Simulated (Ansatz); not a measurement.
The system is HfO2.

```
Hf O
1.0
     3.55802    0.00000    0.00000
     0.00000    3.55802    0.00000
     0.00000    0.00000    5.17186
Hf O
2 4
Direct
  0.00000 0.00000 0.00000
  0.50000 0.50000 0.50000
  0.00000 0.50000 0.19721
  0.50000 0.00000 0.30279
  0.50000 0.00000 0.80279
  0.00000 0.50000 0.69721
```

Measurements of this composition are mostly on another form, of space group No. 14.

Base run:

- Program: Ansatz 0.2.0
- Functional: PBEsol
- Potentials or basis: Ansatz PAW
- Cutoff: 420 eV
- Density cutoff: 1680 eV
- k mesh: 8 × 8 × 5
- Occupations: fermi-dirac, width 0.05 eV
- Spin: no spin polarisation
- Hubbard terms: Hf d U = 2 eV

Its results: band gap on the k mesh 4.95 eV, indirect (least direct gap 5.02 eV); pressure 4.8 GPa; largest force 0.228 eV/Å.

The run is repeated on the same cell with these changes: hubbard terms from Hf d U = 2 eV to none; hubbard projectors from ortho-atomic (the default) to none. What comes out?

Band gap on the k mesh 4.65 eV, indirect (least direct gap 4.72 eV); pressure 1.9 GPa; largest force 0.092 eV/Å.

The U term pushes filled and empty states of the shell apart.

Caveats: spin-orbit coupling is left out, which moves the levels of the heavy elements; the PAW data sets come from PBE, with cores solved anew for the run's functional, which leaves a small shift of forces and pressure; odd divisions of the mesh miss points on the zone boundary, where band edges often lie, so the gap on the mesh can be too wide (some runs); the density of states is complete only up to the lowest level of the last band computed (some runs).

Not every run made on this cell is shown here.
